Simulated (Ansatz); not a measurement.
## Au in Ansatz: the effect of functional

Crystal: Au.

```
Au
1.0
    -1.63487    1.63487    1.63487
     1.63487   -1.63487    1.63487
     1.63487    1.63487   -1.63487
Au
1
Cartesian
  0.0000 0.0000 0.0000
```

This isn't the form of Au at room conditions, which is fcc.

The cell isn't the ideal one: volume scaled by 0.96.

Alike in all runs:

```yaml
Program: Ansatz 0.2.0
Task: single point
Potentials_or_basis: Ansatz PAW
k_mesh: 11 × 11 × 11
Occupations: fermi-dirac, width 0.05 eV
Spin: no spin polarisation
```

Task: One run gave: pressure 1.6 GPa. Which functional did it use?
A. PBEsol
B. LDA
C. r2SCAN

Result: C.

```csv
functional,cutoff,pressure (GPa)
LDA,420 eV (not typed: the program's choice for these potentials),-8.0
PBEsol,420 eV (not typed: the program's choice for these potentials),-3.6
r2SCAN,500 eV (not typed: the program's choice for these potentials),1.6
```

Caveats: the PAW data sets come from PBE, with cores solved anew for the run's functional, which leaves a small shift of forces and pressure.
